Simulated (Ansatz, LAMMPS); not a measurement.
# Amorphous SiO2 (96 atoms): geometry optimisation

Wanted: the relaxed structure of amorphous SiO2 (96 atoms) and its electronic structure.

Calculated with Ansatz 0.2.0; Kohn-Sham DFT, PBE, PAW (set soft_2), plane waves.

**Experiments to compare with.** A silica glass plate was measured by high-energy x-ray diffraction at 20 K and the Si-O distance was taken from the first PDF peak (“Polyhedral units and network connectivity in calcium aluminosilicate glasses from high-energy x-ray diffraction”, 2000, arxiv:cond-mat/0007490): nearest Si–O distance 1.61 Å; number of O about Si 4. The nearest silicon-silicon distance in amorphous silica was obtained by fitting a symmetric peak to the measured radial distribution (as quoted in “New insights into the origin of the first sharp diffraction peak in amorphous silica from an analysis of chemical and radial ordering”, 2024, arxiv:2403.10632): nearest Si–Si distance 3.08 Å; nearest O–O distance 2.63 Å. The mean Si-O-Si angle was obtained by reanalysing earlier high-energy photon diffraction data in combination with published neutron diffraction data on silica glass (“Bond angle distribution in amorphous germania and silica”, 1996, arxiv:chem-ph/9603004): Si–O–Si angle 148.3 °.

### Step 1. The structure

The cell holds 96 atoms: 32 Si and 64 O. Cell: a = 10.923 Å, b = 10.923 Å, c = 10.923 Å, α = 90.0°, β = 90.0°, γ = 90.0°. 96 atoms (32 Si, 64 O) placed at random at 2.45 g/cm³, melted at 5000 K for 10 ps at fixed volume with the Vashishta potential (Vashishta, Kalia, Rino and Ebbsjo, Phys. Rev. B 41, 12197 (1990)). Quenched from 5000 K to 300 K at 50 K/ps and fixed volume, held 5 ps, then minimised at fixed cell. The density is one point of a scan and needn't be that of the real material.

Before any run, some limits are plain. The quench rate of 50 K/ps is many orders above laboratory rates, so the cell is likely richer in defects and strain than a real sample. The starting topology of bonds comes from the classical model. Only the Γ point is sampled in the main run, in a cell whose shortest periodic width is 11 Å.

### Step 2. Making the structure

A classical potential supplies the starting structure, since it reaches far longer times than DFT.

This step: classical MD, Vashishta potential (Vashishta, Kalia, Rino and Ebbsjo, Phys. Rev. B 41, 12197 (1990)) (LAMMPS 22 Jul 2025 - Update 4).

in.lmp

```
# melt-quench of Si32O64
units metal
atom_style atomic
boundary p p p
region box block 0 10.9227 0 10.9227 0 10.9227
create_box 2 box
mass 1 28.0850   # Si
mass 2 15.9990   # O
create_atoms 1 random 32 4106 NULL overlap 1.4 maxtry 2000
create_atoms 2 random 64 4113 NULL overlap 1.4 maxtry 2000
pair_style vashishta/table 100000 0.2
pair_coeff * * SiO.1990.vashishta Si O
neigh_modify delay 0 every 1 check yes
thermo_style custom step time temp pe press density
thermo_modify norm yes
timestep 0.001
thermo 100
min_style cg
minimize 1e-4 1e-4 200 2000
reset_timestep 0
velocity all create 5000 4107 mom yes dist gaussian
fix lim all nve/limit 0.05
fix lan all langevin 5000 5000 0.1 4108 zero yes
thermo 500
run 1000 post no
unfix lim
unfix lan
thermo 1666
fix md all nvt temp 5000 5000 0.1
run 10000 post no
unfix md
thermo 9400
fix md all nvt temp 5000 300 0.1
run 94000 post no
unfix md
thermo 2500
fix md all nvt temp 300 300 0.1
run 5000 post no
unfix md
thermo 100
min_style cg
minimize 0 1e-3 2000 20000
write_dump all custom glass.dump id type xs ys zs modify sort id
```

On the command line:

```bash
$ lmp -in in.lmp -log none -nocite
```

Numbers of over 12 decimals in the logs are rounded to 6 here.

Output:

```text
LAMMPS (22 Jul 2025 - Update 4)
Created orthogonal box = (0 0 0) to (10.9227 10.9227 10.9227)
Created 32 atoms
Created 64 atoms
   Step          Time           Temp          PotEng         Press         Density
         0   0              0              8.2948404      2865476        2.4499692
       100   0.1            0             -8.6841785     -15348.942      2.4499692
       119   0.119          0             -8.7268786     -23399.954      2.4499692
Loop time of 0.251147 s on 1 MPI rank(s) for 119 steps with 96 atoms
Minimization stats:
  Stopping criterion = energy tolerance
  Energy initial, next-to-last, final =
      8.29484038626412  -8.72620826255416  -8.72687864038321
  Force two-norm initial, final = 1143.7337 2.0281194
  Iterations, force evaluations = 119 174
   Step          Time           Temp          PotEng         Press         Density
         0   0              5000          -8.7268786      26925.457      2.4499692
[... 10 lines left out ...]
[... 2 lines left out ...]
Loop time of 9.87685 s on 1 MPI rank(s) for 10000 steps with 96 atoms
   Step          Time           Temp          PotEng         Press         Density
[... 12 lines left out ...]
Loop time of 90.4962 s on 1 MPI rank(s) for 94000 steps with 96 atoms
   Step          Time           Temp          PotEng         Press         Density
[... 1 line left out ...]
    107500   107.5          329.7168      -8.9647712     -44569.595      2.4499692
    110000   110            337.07509     -8.9728322     -38897.206      2.4499692
Loop time of 4.3326 s on 1 MPI rank(s) for 5000 steps with 96 atoms
   Step          Time           Temp          PotEng         Press         Density
    110000   110            337.07509     -8.9728322     -38897.206      2.4499692
    110100   110.1          337.07509     -9.0061131     -42094.033      2.4499692
Loop time of 0.266872 s on 1 MPI rank(s) for 100 steps with 96 atoms
Minimization stats:
  Stopping criterion = force tolerance
  Energy initial, next-to-last, final =
     -8.97283220220158  -9.00611307262926  -9.00611307261376
  Force two-norm initial, final = 14.559334 0.00097541948
  Iterations, force evaluations = 100 200
```

Wall time 1.8 min (1 thread of Arm Neoverse V1, shared host); peak memory 0.072 GiB.

### Step 3. Single point at the start

A single point comes first, to see the forces before anything moves.

input.yaml

```yaml
crystal:
  lattice:
    - [10.9227, 0.0, 0.0]
    - [0.0, 10.9227, 0.0]
    - [0.0, 0.0, 10.9227]
  atoms:
    - { symbol: Si, position: [0.7074, 0.56484, 0.69804] }
    - { symbol: Si, position: [0.47947, 0.58454, 0.43272] }
    - { symbol: Si, position: [0.25921, 0.48574, 0.34576] }
    - { symbol: Si, position: [0.43367, 0.50365, 0.70332] }
    - { symbol: Si, position: [0.18824, 0.33356, 0.72228] }
    - { symbol: Si, position: [0.40363, 0.08148, 0.02011] }
    - { symbol: Si, position: [0.74659, 0.72846, 0.92613] }
    - { symbol: Si, position: [0.2916, 0.96629, 0.4635] }
    - { symbol: Si, position: [0.86433, 0.40092, 0.29022] }
    - { symbol: Si, position: [0.50975, 0.34037, 0.08613] }
    - { symbol: Si, position: [0.05557, 0.76668, 0.19232] }
    - { symbol: Si, position: [0.24109, 0.23801, 0.45192] }
    - { symbol: Si, position: [0.6581, 0.76231, 0.51463] }
    - { symbol: Si, position: [0.55592, 0.87, 0.089] }
    - { symbol: Si, position: [0.91781, 0.38977, 0.78927] }
    - { symbol: Si, position: [0.60626, 0.33883, 0.36248] }
    - { symbol: Si, position: [0.89555, 0.97511, 0.9105] }
    - { symbol: Si, position: [0.17199, 0.07993, 0.8469] }
    - { symbol: Si, position: [0.85214, 0.12377, 0.68004] }
    - { symbol: Si, position: [0.12307, 0.6351, 0.95371] }
    - { symbol: Si, position: [0.07421, 0.97055, 0.61794] }
    - { symbol: Si, position: [0.70018, 0.95408, 0.33414] }
    - { symbol: Si, position: [0.23478, 0.41692, 0.08766] }
    - { symbol: Si, position: [0.31392, 0.89885, 0.19483] }
    - { symbol: Si, position: [0.59992, 0.12451, 0.53493] }
    - { symbol: Si, position: [0.02789, 0.59498, 0.43209] }
    - { symbol: Si, position: [0.082, 0.22252, 0.21601] }
    - { symbol: Si, position: [0.77218, 0.46319, 0.0276] }
    - { symbol: Si, position: [0.47782, 0.91758, 0.66381] }
    - { symbol: Si, position: [0.32226, 0.73548, 0.80093] }
    - { symbol: Si, position: [0.90943, 0.00687, 0.17413] }
    - { symbol: Si, position: [0.0676, 0.70915, 0.69248] }
    - { symbol: O, position: [0.96577, 0.06837, 0.60323] }
    - { symbol: O, position: [0.75422, 0.3262, 0.35485] }
    - { symbol: O, position: [0.06219, 0.41158, 0.74769] }
    - { symbol: O, position: [0.8505, 0.02922, 0.0404] }
    - { symbol: O, position: [0.63075, 0.40508, 0.01942] }
    - { symbol: O, position: [0.8268, 0.03367, 0.79437] }
    - { symbol: O, position: [0.17686, 0.28059, 0.11477] }
    - { symbol: O, position: [0.40564, 0.61459, 0.79534] }
    - { symbol: O, position: [0.18006, 0.84456, 0.17044] }
    - { symbol: O, position: [0.36728, 0.5823, 0.3407] }
    - { symbol: O, position: [0.23969, 0.72485, 0.92417] }
    - { symbol: O, position: [0.5598, 0.25481, 0.47627] }
    - { symbol: O, position: [0.29872, 0.05339, 0.91862] }
    - { symbol: O, position: [0.70425, 0.6753, 0.79583] }
    - { symbol: O, position: [0.21736, 0.71951, 0.69368] }
    - { symbol: O, position: [0.42308, 0.82063, 0.13273] }
    - { symbol: O, position: [0.6298, 0.78106, 0.99972] }
    - { symbol: O, position: [0.88988, 0.25249, 0.74128] }
    - { symbol: O, position: [0.78664, 0.6065, 0.99669] }
    - { symbol: O, position: [0.17337, 0.22622, 0.82479] }
    - { symbol: O, position: [0.3734, 0.89828, 0.56314] }
    - { symbol: O, position: [0.74173, 0.84492, 0.426] }
    - { symbol: O, position: [0.0204, 0.84816, 0.67894] }
    - { symbol: O, position: [0.71577, 0.63812, 0.56957] }
    - { symbol: O, position: [0.04168, 0.65209, 0.82855] }
    - { symbol: O, position: [0.81414, 0.03286, 0.28343] }
    - { symbol: O, position: [0.94421, 0.86324, 0.18427] }
    - { symbol: O, position: [0.33061, 0.90386, 0.33843] }
    - { symbol: O, position: [0.58261, 0.48138, 0.712] }
    - { symbol: O, position: [0.52211, 0.9926, 0.0138] }
    - { symbol: O, position: [0.17486, 0.49672, 0.97805] }
    - { symbol: O, position: [0.05112, 0.67424, 0.07652] }
    - { symbol: O, position: [0.54754, 0.3066, 0.22762] }
    - { symbol: O, position: [0.17551, 0.02178, 0.71214] }
    - { symbol: O, position: [0.46212, 0.2172, 0.01674] }
    - { symbol: O, position: [0.18498, 0.27568, 0.5846] }
    - { symbol: O, position: [0.19862, 0.4832, 0.21357] }
    - { symbol: O, position: [0.73607, 0.13939, 0.59131] }
    - { symbol: O, position: [0.60716, 0.03481, 0.41604] }
    - { symbol: O, position: [0.51825, 0.06137, 0.64424] }
    - { symbol: O, position: [0.9231, 0.50062, 0.38382] }
    - { symbol: O, position: [0.63379, 0.89941, 0.21234] }
    - { symbol: O, position: [0.41305, 0.85193, 0.78192] }
    - { symbol: O, position: [0.30984, 0.35361, 0.39016] }
    - { symbol: O, position: [0.54536, 0.71387, 0.43424] }
    - { symbol: O, position: [0.38444, 0.42189, 0.08288] }
    [... 12 atom lines left out ...]
    - { symbol: O, position: [0.41936, 0.5527, 0.56475] }
    - { symbol: O, position: [0.31704, 0.11239, 0.46327] }
    - { symbol: O, position: [0.80266, 0.46294, 0.17214] }
    - { symbol: O, position: [0.33606, 0.03822, 0.14546] }
    - { symbol: O, position: [0.57503, 0.47987, 0.39196] }
    - { symbol: O, position: [0.60026, 0.84371, 0.62404] }
kpoints:
  mp_grid: { grid: [1, 1, 1] }
hamiltonian:
  xc: pbe
scf:
  occupations: { method: fermi_dirac, width: 0.025 }
output:
  forces: true
```

On the command line:

```bash
$ ansatz run input.yaml --threads 4 --pin off --max-ram 8192MiB --backend cpu --events-out ev --progress --plain --runs-dir out
```

Output:

```text
Engine: ansatz 0.2.0, aarch64-unknown-linux-gnu
Pseudopotentials: kind: paw
Pseudopotential: Si, paw, valence charge 4, recommended cutoff 420 eV (normal), Si.paw.azcp
Pseudopotential: O, paw, valence charge 6, recommended cutoff 420 eV (normal), O.paw.azcp
Functional definition: PBE
  parameter kappa = 0.804
  parameter beta = 0.066725
  exchange = pbe_x(kappa = kappa, mu = beta*pi^2/3)
  correlation = pbe_c(beta = beta)
Crystal: 96 atoms, lattice volume = 1303.137 Å³
Basis set: ecut = 420 eV, 25533 PW (Γ), exchange–correlation on 150×150×150 points (8 copies of the dense FFT grid, shifted against one another)
Bands: 352, of which v1, the nominal top of the filled ones, is band 256 counted from 1 (255 counted from 0)
Symmetry: 1 space group operations
Space group: P1 (ITA 1), of the structure as read, at distance tolerance 1.1e-4 Å
k-points: 1
Non-local potential: Si, projectors of the file, l = 0: 2, l = 1: 2, l = 2: 2
Non-local potential: O, projectors of the file, l = 0: 2, l = 1: 2, l = 2: 1
PAW form: soft (Blöchl's): semilocal exchange-correlation on the pseudo side does not see the compensation charge
PAW one-centre angular grid: Si, 110 points (default); XC on 64 Gauss nodes
PAW one-centre angular grid: O, 110 points (default); XC on 64 Gauss nodes
Initial density: superposition of atomic densities (neutral atoms: chi_scale 0, normalization atom), corrected by the library's trained network
Initial wavefunctions: pseudopotential atomic-orbital guess
Functional: x = pbe(κ = 0.804, μ = 0.219515), c = pbe(β = 0.066725)
SCF iter   1: F=—  HF=-56761.665248 eV  |F-HF|=—  |Δ(HF+E_count)|=         —  Δρ=1.87e-3  dr2=5.00e-2  ethr=1.77e-3  ⟨swp⟩=7.0  Hψ=1704  notcnv=0  defer=49
preconditioner: auto → Resta (q_TF=auto, 2.335 Å⁻¹)  ε∞=3.0  [insulator: Δε(μ)=5.237 eV  Ē_g=16.553 eV  σ=0.025 eV  W_gap=1.00  n_scr=256 (ndim 8)  ℏωp=23.3 eV  f_vac=0.182  D(μ)=0.00/eV (n_scr^D=0)  ε∞_Penn≈3.0]
SCF iter   2: F=—  HF=-56761.672877 eV  |F-HF|=—  |Δ(HF+E_count)|=   7.63e-3  Δρ=9.24e-4  dr2=1.11e-2  ethr=9.77e-6  ⟨swp⟩=2.0  Hψ=597  notcnv=0  defer=88
SCF iter   3: F=—  HF=-56761.675964 eV  |F-HF|=—  |Δ(HF+E_count)|=   3.09e-3  Δρ=3.76e-4  dr2=2.60e-3  ethr=2.17e-6  ⟨swp⟩=2.0  Hψ=465  notcnv=0  defer=33
automatic band count: iteration 3 solves 297 bands in place of 352: the levels show a gap, and the empty bands left out lie too high to hold charge; the band table lists the bands solved (type scf.n_extra_bands for more)
SCF iter   4: F=—  HF=-56761.675954 eV  |F-HF|=—  |Δ(HF+E_count)|=   9.78e-6  Δρ=1.10e-4  dr2=2.02e-4  ethr=5.08e-7  ⟨swp⟩=2.0  Hψ=457  notcnv=0  defer=33
SCF iter   5: F=—  HF=-56761.675956 eV  |F-HF|=—  |Δ(HF+E_count)|=   2.07e-6  Δρ=6.62e-5  dr2=4.47e-5  ethr=3.95e-8  ⟨swp⟩=2.0  Hψ=458  notcnv=0  defer=33
SCF iter   6: F=—  HF=-56761.673615 eV  |F-HF|=—  |Δ(HF+E_count)|=   2.34e-3  Δρ=1.83e-5  dr2=3.68e-6  ethr=8.74e-9  ⟨swp⟩=3.0  Hψ=552  notcnv=0  defer=33
SCF iter   7: F=—  HF=-56761.673616 eV  |F-HF|=—  |Δ(HF+E_count)|=   6.74e-7  Δρ=5.38e-6  dr2=4.11e-7  ethr=7.20e-10  ⟨swp⟩=2.0  Hψ=458  notcnv=0  defer=33
SCF iter   8: F=—  HF=-56761.673616 eV  |F-HF|=—  |Δ(HF+E_count)|=   1.94e-7  Δρ=4.33e-6  dr2=1.84e-7  ethr=1.95e-11  ⟨swp⟩=4.0  Hψ=1007  notcnv=0
SCF iter   9: F=-56761.673616 eV  HF=-56761.673616 eV  |F-HF|=1.45e-9  |Δ(HF+E_count)|=   3.98e-8  Δρ=7.71e-7  dr2=7.42e-9  ethr=1.95e-11  ⟨swp⟩=4.0  Hψ=1005  notcnv=0
SCF 1 converged in 9 iterations: F = -56761.673616 eV  dr2 = 7.42e-9
  greatest PAW one-centre occupation: 0.869 electrons in one spin orbital (limit 2), on the O atom at site 41 (counted from 0), in its partial waves of l = 0
SCF converged after 9 iterations
Free energy (F): -56761.673616 eV
Harris-Foulkes:  -56761.673616 eV  (|F-HF|=1.45e-9)
Internal energy: -56761.673616 eV  (E = F + TS)
E sigma→0 (E₀):  -56761.673616 eV
Fermi energy:    4.609005 eV
--- Per-component energies (eV) ---
  E_band       = -2528.834633
  E_kinetic    = 12884.616549
  E_local      = -36055.809144  (includes V_loc(G=0)·N_el)
  E_nonlocal   = 3844.790443
  E_hartree    = 13417.937341
  E_xc         = -6535.949000
  E_vxc        = -7586.860211  (∫ρ·V_xc dr)
  E_paw        = -26600.339692  (= ΣΔE_a)
  E_vpaw       = -2451.615060  (= ΣTr[D̂ρ^β])
  E_aug_tail   = 0.165232  (compensation charges beyond the density's cutoff)
  E_ewald      = -17717.085345
  E_smearing   = -0.000000  (= −TS)
  E_closure    = -0.000000  (closes the sum)
  Σ components = -56761.673616   (vs F -56761.673616, Δ=0.00e0)
--- Forces (eV/Å), atoms counted from 1 ---
  atom   1  Si    -0.42214020     0.10434473     0.54688664
  atom   2  Si     0.32868012    -0.82001974     0.86223104
  atom   3  Si    -0.18620413    -0.51118683     0.27922228
  atom   4  Si    -0.30858896     0.14403221    -0.39335232
  atom   5  Si     0.41556684    -0.34167895    -0.27077847
  atom   6  Si     0.10085590    -0.33184946     0.40287760
  atom   7  Si     0.06067894     0.02172565    -0.02040348
  atom   8  Si     0.12091633     0.12960914     0.20287580
  atom   9  Si     0.25927649    -0.03057839    -0.24649396
  atom  10  Si     0.61659159    -0.05844284     0.29079935
  atom  11  Si     0.32469479     0.25739346     0.60425225
  atom  12  Si    -0.68968798     0.15619578     0.05096004
  atom  13  Si    -0.57647141     0.06324223     0.47206029
  atom  14  Si    -0.00635127     0.44659743     0.59266654
[...]
atom  95  O      0.34959921    -0.02538933     0.04093598
  atom  96  O      0.35922144     0.03248545     0.62730501
  max |Σ_I F_I| component: 6.05e-5 eV/Å
```

It took 14 s on 4 threads of Arm Neoverse V1, shared host; peak memory 1.5 GiB.

Reading the cycles: dr2 is the Hartree energy of the density residual (eV), the measure of convergence; HF is the Harris–Foulkes estimate of the energy, which meets the free energy F at convergence.

Read from the output:

- free energy: -56761.6736 eV
- free energy per atom: -591.2674 eV/atom
- SCF cycles: 9
- r.m.s. force component: 0.455 eV/Å
- longest force: 1.547 eV/Å
- Fermi energy: 4.609 eV

The r.m.s. force component of 0.45 eV/Å sets the starting point.

Length of the force by element:

```csv
element,coordination,atoms,mean length of the force (eV/Å),spread,least,most
O,all,64,0.704,0.374,0.148,1.55
Si,all,32,0.718,0.276,0.0676,1.31
```

### Step 4. Relaxation

With the cell held, the atoms are moved downhill towards a nearby minimum.

input.yaml: that of step 3 with these lines changed.

```diff
@@ -15 +15,4 @@
   forces: true
+relax:
+  f_tol: 0.04
+  max_steps: 250
```

Output:

```text
[...]
Crystal: 96 atoms, lattice volume = 1303.137 Å³
Basis set: ecut = 420 eV, 25533 PW (Γ), exchange–correlation on 150×150×150 points (8 copies of the dense FFT grid, shifted against one another)
Bands: 352, of which v1, the nominal top of the filled ones, is band 256 counted from 1 (255 counted from 0)
Symmetry: 1 space group operations
[...]
k-points: 1
[...]
SCF iter   1: F=—  HF=-56761.665249 eV  |F-HF|=—  |Δ(HF+E_count)|=         —  Δρ=1.87e-3  dr2=5.00e-2  ethr=1.77e-3  ⟨swp⟩=7.0  Hψ=1704  notcnv=0  defer=49
[...]
SCF iter   6: F=-56761.673615 eV  HF=-56761.673615 eV  |F-HF|=4.63e-7  |Δ(HF+E_count)|=   6.09e-6  Δρ=1.75e-5  dr2=3.60e-6  ethr=7.81e-9  ⟨swp⟩=4.0  Hψ=1052  notcnv=0
SCF 1 converged in 6 iterations: F = -56761.673615 eV  dr2 = 3.60e-6
[...]
relax step   1: F+E_penalty+E_count = -56761.67361457 eV  Δ(F+E_penalty+E_count) = +0.000e0 eV  max|allowed force component| = 1.396e0 eV/Å  Δτ_max = 0.0000 Å  (6 SCF iters, dr2 threshold 4.00e-5 eV, accepted)
[...]
relax step   2: F+E_penalty+E_count = -56762.29171335 eV  Δ(F+E_penalty+E_count) = -6.181e-1 eV  max|allowed force component| = 9.595e-1 eV/Å  Δτ_max = 0.0312 Å  (5 SCF iters, dr2 threshold 1.00e-4 eV, accepted)
[...]
relax step   3: F+E_penalty+E_count = -56763.05370360 eV  Δ(F+E_penalty+E_count) = -7.620e-1 eV  max|allowed force component| = 9.544e-2 eV/Å  Δτ_max = 0.1044 Å  (6 SCF iters, dr2 threshold 5.75e-5 eV, accepted)
[...]
relax step   4: F+E_penalty+E_count = -56763.06123815 eV  Δ(F+E_penalty+E_count) = -7.535e-3 eV  max|allowed force component| = 2.805e-2 eV/Å  Δτ_max = 0.0351 Å  (8 SCF iters, accepted)
SCF converged after 8 iterations
Free energy (F): -56763.061238 eV
[...]
Internal energy: -56763.061238 eV  (E = F + TS)
E sigma→0 (E₀):  -56763.061238 eV
Fermi energy:    4.587617 eV
[...]
--- Forces (eV/Å), atoms counted from 1 ---
  atom   1  Si    -0.00641433    -0.00786771     0.00507240
  atom   2  Si    -0.00165352    -0.01226587     0.00050252
  atom   3  Si     0.00300748    -0.00680703     0.00530977
  atom   4  Si    -0.00279113     0.00607676     0.00001336
  atom   5  Si     0.00697221    -0.01620533     0.00108246
  atom   6  Si    -0.00197089     0.00588780     0.00483501
  atom   7  Si    -0.00206619    -0.00291171     0.01058917
  atom   8  Si    -0.00319255     0.00126114    -0.00703101
  atom   9  Si     0.00123285    -0.00333457    -0.00705506
  atom  10  Si     0.01305868     0.00604325     0.00656638
  atom  11  Si     0.00480067     0.00524232    -0.00467159
  atom  12  Si    -0.00140610     0.00372207    -0.00843006
  atom  13  Si    -0.00996528    -0.01724522     0.00222303
  atom  14  Si    -0.00898027     0.00154857     0.00722259
[...]
atom  95  O     -0.00343883     0.00066183     0.00221464
  atom  96  O      0.00219837    -0.00015290     0.00272264
  max |Σ_I F_I| component: 4.90e-5 eV/Å
--- Relaxed structure (4 steps of the walk, 4 accepted, 0 SCFs on fresh bases) ---
  F+E_penalty+E_count = -56763.06123815 eV   max|allowed force component| = 2.805e-2 eV/Å
  atoms:
    - { symbol: Si, position: [0.700987, 0.564912, 0.702449] }
    - { symbol: Si, position: [0.478924, 0.581675, 0.430315] }
    - { symbol: Si, position: [0.259589, 0.485125, 0.347202] }
    - { symbol: Si, position: [0.429331, 0.505783, 0.702849] }
[...]
- { symbol: O, position: [0.601009, 0.842611, 0.622879] }
```

Elapsed: 39 s, on 4 threads; peak memory 1.5 GiB; 2.5 min of CPU time.

Step by step:

```csv
step,energy less that of the first step (eV),largest force component (eV/Å)
1,0.0000,1.3958
2,-0.6181,0.9595
3,-1.3801,0.0954
4,-1.3876,0.0280
```

The atoms that moved most (Å):

```csv
atom,dx,dy,dz,length
O54,0.080,-0.110,-0.024,0.138
O47,0.042,0.051,-0.110,0.128
O43,0.037,0.118,-0.008,0.124
O58,0.090,-0.004,0.077,0.119
O76,0.111,0.011,0.027,0.115
O77,-0.039,0.016,-0.104,0.112
O41,0.067,-0.072,-0.026,0.102
O88,-0.078,0.016,-0.059,0.099
```

The relaxation changed the energy by -14.5 meV/atom, and atoms moved by 0.067 Å r.m.s., 0.14 Å at most.

[end of part 1 of 3]

[Logs are printed without paths, hosts, clocks, repeated set-up lines and the standing remarks that a program may print on its own settings, such as how far it seeks lower states.]

[Hosts, paths, dates, database ids (printed as entryN), source tags and the programs' standing remarks are cut or masked in the printed files.]
